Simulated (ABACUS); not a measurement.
Input of an ABACUS 3.10.1 run:

File INPUT:

```
INPUT_PARAMETERS
suffix              KF
calculation         nscf
basis_type          pw
pseudo_dir          ./
symmetry            -1
dft_functional      wc
ecutwfc             84.0
pseudo_rcut         10
nspin               1
nbands              18
ks_solver           dav
smearing_method     fd
smearing_sigma      0.00367493
scf_thr             1e-08
scf_nmax            100
mixing_type         broyden
mixing_beta         0.7
init_chg            file
pw_diag_thr         1e-07
out_band            1
kpar                4
```

Contents of STRU:

```
ATOMIC_SPECIES
K 39.0983 K.upf
F 18.9984 F.upf

LATTICE_CONSTANT
1.8897261246

LATTICE_VECTORS
0.0000000000 2.6718500000 2.6718500000
2.6718500000 0.0000000000 2.6718500000
2.6718500000 2.6718500000 0.0000000000

ATOMIC_POSITIONS
Cartesian

K
0.0
1
0.0000000000 0.0000000000 0.0000000000 1 1 1

F
0.0
1
2.6718500000 2.6718500000 2.6718500000 1 1 1
```

The input KPT:

```
K_POINTS
12
Line
0.00000000 0.00000000 0.00000000 10 // G
0.50000000 0.00000000 0.50000000 10 // X
0.50000000 0.25000000 0.75000000 10 // W
0.37500000 0.37500000 0.75000000 10 // K
0.00000000 0.00000000 0.00000000 10 // G
0.50000000 0.50000000 0.50000000 10 // L
0.62500000 0.25000000 0.62500000 10 // U
0.50000000 0.25000000 0.75000000 10 // W
0.50000000 0.50000000 0.50000000 10 // L
0.37500000 0.37500000 0.75000000 1 // K
0.62500000 0.25000000 0.62500000 10 // U
0.50000000 0.00000000 0.50000000 1 // X
```

Potentials or basis: PseudoDojo NC SR 0.4.1 PBEsol standard, plane waves.

The run is started by

```bash
$ OMP_NUM_THREADS=1 mpirun -np 4 abacus > log
```

Estimate the band gap along the path.

6.19 eV, direct.

Levels at the corners of the path, in eV from the Fermi level:
| point | band 6 | band 7 | band 8 | band 9 | band 10 | band 11 |
| --- | --- | --- | --- | --- | --- | --- |
| Γ | -2.30 | -2.30 | -2.30 | 3.89 | 8.41 | 8.41 |
| X | -2.50 | -2.35 | -2.35 | 5.94 | 8.01 | 9.51 |
| W | -2.71 | -2.46 | -2.46 | 7.46 | 7.46 | 8.89 |
| K | -2.64 | -2.50 | -2.49 | 6.69 | 8.45 | 8.76 |
| Γ | -2.30 | -2.30 | -2.30 | 3.89 | 8.41 | 8.41 |
| L | -3.09 | -2.65 | -2.65 | 6.80 | 8.32 | 9.76 |
| U | -2.64 | -2.50 | -2.49 | 6.69 | 8.45 | 8.76 |
| W | -2.71 | -2.46 | -2.46 | 7.46 | 7.46 | 8.89 |
| L | -3.09 | -2.65 | -2.65 | 6.80 | 8.32 | 9.76 |
| K | -2.64 | -2.50 | -2.49 | 6.69 | 8.45 | 8.76 |
| U | -2.64 | -2.50 | -2.49 | 6.69 | 8.45 | 8.76 |
| X | -2.50 | -2.35 | -2.35 | 5.94 | 8.01 | 9.51 |

Caveat: the density is read from an earlier self-consistent run, whose mesh may be coarse.
